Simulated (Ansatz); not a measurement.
How settings move the results for Ge

```xyz
2
Lattice="0.0000 2.8288 2.8288 2.8288 0.0000 2.8288 2.8288 2.8288 0.0000" Properties=species:S:1:pos:R:3 pbc="T T T"
Ge    2.8288    2.8288    2.8288
Ge    4.2432    4.2432    4.2432
```

Atom numbers follow the list: Ge1, Ge2.

Structure: COD 9011050, as refined from experiment and not relaxed.

These are results of Ansatz 0.2.0, DFT, PBE, all-electron LAPW, scalar-relativistic, not measurements.

The runs use a Γ-centred 10×10×10 k mesh, Fermi–Dirac smearing of 0.05 eV, basis error target 0.25 meV/atom, no spin polarisation. One setting is then changed at a time.

| basis error target (meV/atom) | free energy less the base's (meV/atom) | P (GPa) | cutoff chosen (eV) |
| --- | --- | --- | --- |
| 0.25 (base) | 0.0 | 3.65 | 368 |
| 3 | 0.9 | 3.66 | 277 |
| 10 | 3.3 | 3.69 | 237 |
| 30 | 10.4 | 3.77 | 201 |
| 0.1 | -0.1 | 3.65 | 403 |
